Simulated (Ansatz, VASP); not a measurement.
## One calculation of PbS, two programs

File INCAR:

```
  PREC = Accurate
  ENCUT = 520
  EDIFF = 1E-6
  ISMEAR = 0
  SIGMA = 0.1
  LREAL = F
  LASPH = T
  NELM = 100
  ALGO = Normal
  ISIF = 2
  LWAVE = F
  LCHARG = T
  GGA = PS
  LELF = T
  LVHAR = T
  NBANDS = 17
```

Contents of KPOINTS:

```
regular mesh
0
Gamma
  6 6 6
```

File POSCAR:

```
PbS
1.0
    2.1126617058      1.2197458045      3.4519162518
   -2.1126617058      1.2197458045      3.4519162518
    0.0000000000     -2.4394916091      3.4519162518
Pb S
1 1
Direct
    0.9805657800      0.9805657800      0.9805657800
    0.4750355500      0.4750355500      0.4750355500
```

Input for Ansatz:

```yaml
crystal:
  lattice:
    - [2.1126617058, 1.2197458045, 3.4519162518]
    - [-2.1126617058, 1.2197458045, 3.4519162518]
    - [0.0, -2.4394916091, 3.4519162518]
  atoms:
    - { symbol: Pb, position: [0.98056578, 0.98056578, 0.98056578] }
    - { symbol: S, position: [0.47503555, 0.47503555, 0.47503555] }
basis:
  ecutwfc: 420
kpoints:
  mp_grid: { grid: [6, 6, 6] }
hamiltonian:
  xc: pbesol
scf:
  occupations: { method: gaussian, width: 0.1 }
output:
  forces: true
  stress: true
  eigenvalues: true
```

The cell is a database's computed one.

Alike in both runs: task single point; functional PBEsol; k mesh 6 × 6 × 6; occupations gaussian, width 0.1 eV; no spin polarisation.

|  | VASP | Ansatz |
| --- | --- | --- |
| version | VASP 6.6.1 | Ansatz 0.2.0 |
| potentials or method | VASP PAW PBE potentials, release 64 (Pb_d, S) | scalar-relativistic, plane waves, PAW |
| plane-wave cutoff (eV) | 520 | 420 |
| valence electrons in the cell | 20 | 20 |

VASP gave:

* gap on the k mesh at the Fermi level (eV): 0.36
* least direct gap on the mesh (eV): 0.36
* pressure (GPa): -2.1

**Question.** Which values does Ansatz return?

**Answer.** gap on the k mesh at the Fermi level (eV): 0.35; least direct gap on the mesh (eV): 0.35; pressure (GPa): -2.1.

With one functional, cell and mesh, what is left measures potentials, basis and numerics.

Caveats: the PAW data sets were made with another functional, which shifts forces and pressure a little (VASP); spin-orbit coupling is left out, which as a rule narrows the gap of such compounds by several tenths of an eV. A k mesh can miss the band edges.
